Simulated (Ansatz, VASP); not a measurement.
Two plane-wave programs on Si2Mo

Contents of INCAR:

```
PREC = Accurate
ENCUT = 520
EDIFF = 1E-7
ISMEAR = -1
SIGMA = 0.05
LREAL = F
LASPH = T
NELM = 60
ALGO = Normal
ISIF = 2
LWAVE = F
LCHARG = F
GGA = PE
NBANDS = 43
```

Contents of KPOINTS:

```
Automatic mesh
0
Gamma
  5 5 3
```

Contents of POSCAR:

```
Si2Mo
1.0
    4.5854715599      0.0000000000      0.0000000000
   -2.2927357800      3.9711348592      0.0000000000
    0.0000000000      0.0000000000      6.5797601000
Mo Si
3 6
Direct
    0.5000000000      0.5000000000      0.8333333333
    0.0000000000      0.5000000000      0.1666666667
    0.5000000000      0.0000000000      0.5000000000
    0.1638729800      0.3277459600      0.5000000000
    0.6722540400      0.8361270200      0.1666666667
    0.8361270200      0.1638729800      0.8333333333
    0.8361270200      0.6722540400      0.5000000000
    0.3277459600      0.1638729800      0.1666666667
    0.1638729800      0.8361270200      0.8333333333
```

The input input.yaml:

```yaml
crystal:
  lattice:
    - [4.5854715599, 0.0, 0.0]
    - [-2.29273578, 3.9711348592, 0.0]
    - [0.0, 0.0, 6.5797601]
  atoms:
    - { symbol: Mo, position: [0.5, 0.5, 0.8333333333] }
    - { symbol: Mo, position: [0.0, 0.5, 0.1666666667] }
    - { symbol: Mo, position: [0.5, 0.0, 0.5] }
    - { symbol: Si, position: [0.16387298, 0.32774596, 0.5] }
    - { symbol: Si, position: [0.67225404, 0.83612702, 0.1666666667] }
    - { symbol: Si, position: [0.83612702, 0.16387298, 0.8333333333] }
    - { symbol: Si, position: [0.83612702, 0.67225404, 0.5] }
    - { symbol: Si, position: [0.32774596, 0.16387298, 0.1666666667] }
    - { symbol: Si, position: [0.16387298, 0.83612702, 0.8333333333] }
hamiltonian:
  xc: pbe
  pseudopotentials: { kind: paw }
kpoints:
  mp_grid: { grid: [5, 5, 3] }
scf:
  occupations: { method: fermi_dirac, width: 0.05 }
output:
  forces: true
  stress: true
  eigenvalues: true
  write_density: true
  write_potential: true
  elf: true
  volumetric_format: npy
```

Change from the starting cell: strain = 0.0.

Alike in both runs: task single point; functional PBE; k mesh 5 × 5 × 3; occupations fermi-dirac, width 0.05 eV; no spin polarisation.

```csv
,VASP,Ansatz
version,VASP 6.6.1,Ansatz 0.2.0
potentials or method,"VASP PAW PBE potentials, release 64 (Mo_sv, Si)",Ansatz PAW
plane-wave cutoff (eV),520,420
valence electrons in the cell,66,66
```

```csv
,VASP,Ansatz,Ansatz less VASP
gap on the k mesh at the Fermi level (eV),0.62,0.62,+0.003
least direct gap on the mesh (eV),0.91,0.91,+0.001
pressure (GPa),3.7,3.5,-0.16
largest component of the traceless stress (GPa),0.22,0.21,-0.015
rms of the force components (eV/Å),0.006,0.008,+0.0021
```

Atom by atom the forces differ by 0.002 eV/Å (rms over components).

Caveats: an odd mesh through Γ misses points on the zone boundary, where band edges often lie (VASP); odd divisions of the mesh miss points on the zone boundary, where band edges often lie, so the gap on the mesh can be too wide (Ansatz).
